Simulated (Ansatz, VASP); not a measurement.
AgCl in VASP and in Ansatz

```
CELL_PARAMETERS angstrom
3.43397 0.00000 0.00000
0.00000 3.43397 0.00000
0.00000 0.00000 3.43397
ATOMIC_POSITIONS crystal
Ag 0.00000 0.00000 0.00000
Cl 0.64560 0.50000 0.50000
```

Change from the starting cell: all Cl atoms moved -0.500 Å, as atom 2 towards its neighbour atom 2 (Cl) at 3.434 Å.

Alike in both runs: task single point; functional LDA; k mesh 10 × 10 × 10; occupations gaussian, width 0.03 eV; no spin polarisation.

|  | VASP | Ansatz |
| --- | --- | --- |
| version | VASP 6.6.1 | Ansatz 0.2.0 |
| potentials or method | VASP PAW LDA potentials, release 64 (Ag, Cl) | scalar-relativistic, plane waves, PAW |
| plane-wave cutoff (eV) | 520 | 420 |
| valence electrons in the cell | 18 | 26 |

```tsv
	VASP	Ansatz	Ansatz less VASP
gap on the k mesh at the Fermi level (eV)	0.29	0.27	-0.022
least direct gap on the mesh (eV)	1.47	1.45	-0.020
pressure (GPa)	-4.4	-4.4	+0.02
largest component of the traceless stress (GPa)	0.82	0.81	-0.014
rms of the force components (eV/Å)	0.045	0.048	+0.0036
```

Atom by atom the forces differ by 0.004 eV/Å (rms over components). The two sets of potentials don't hold the same shells in valence.

A k mesh can miss the band edges.
